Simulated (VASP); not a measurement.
Input of a VASP 6.6.1 run:

The input INCAR:

```
  ALGO = Fast
  EDIFF = 1E-6
  ENCUT = 520
  GGA = PE
  ISIF = 2
  ISMEAR = 0
  KPAR = 4
  LASPH = True
  LCHARG = False
  LREAL = False
  LWAVE = False
  NELM = 80
  PREC = Accurate
  SIGMA = 0.03
```

The input KPOINTS:

```
k-points
0
Gamma
  6 6 6
```

The input POSCAR:

```
InAs                                    
1.0
    0.0000000000      3.0454540631      3.0454540631
    3.0454540631      0.0000000000      3.0454540631
    3.0454540631      3.0454540631      0.0000000000
  In              As            
     1     1
Direct
     0.0000000000000000    0.0000000000000000    0.0000000000000000
     0.2500000000000000    0.2500000000000000    0.2500000000000000
```

Contents of KPOINTS_OPT:

```
explicit points
6
Reciprocal
 0.0000000000  0.0000000000  0.0000000000 1
 0.3750000000  0.3750000000  0.7500000000 1
 0.5000000000  0.5000000000  0.5000000000 1
 0.6250000000  0.2500000000  0.6250000000 1
 0.5000000000  0.2500000000  0.7500000000 1
 0.5000000000  0.0000000000  0.5000000000 1
```

Potentials or basis: VASP PAW PBE potentials, release 64 (In_d, As).

Launch:

```console
$ cat potpaw_PBE.64/In_d/POTCAR potpaw_PBE.64/As/POTCAR > POTCAR
$ mpirun -np 4 vasp_std > vasp.out
```

**Question.** What does it give for the pressure?

**Answer.** 2.7 GPa.

**Question.** Predict the band gap along the path.

**Answer.** None (metal or under the smearing width).

Caveat: spin-orbit coupling is left out, which moves the levels of the heavy elements; this crystal is a semiconductor, whose small gap the functional closes, so the metal is an error of the method.

**What was measured.**

From a printed reference work, data compilation, for a bulk crystal of InAs at 4.2 K: band gap 0.418 eV (direct).

A measured gap of InAs is 0.418 eV (direct; 4.2 K; a printed reference work, data compilation); the calculated 0.00 eV misses it by -0.42 eV. Spin-orbit coupling on As, In is left out. The value is that of PBE, without temperature or zero-point motion. Semilocal functionals fall short of measured gaps as a rule.
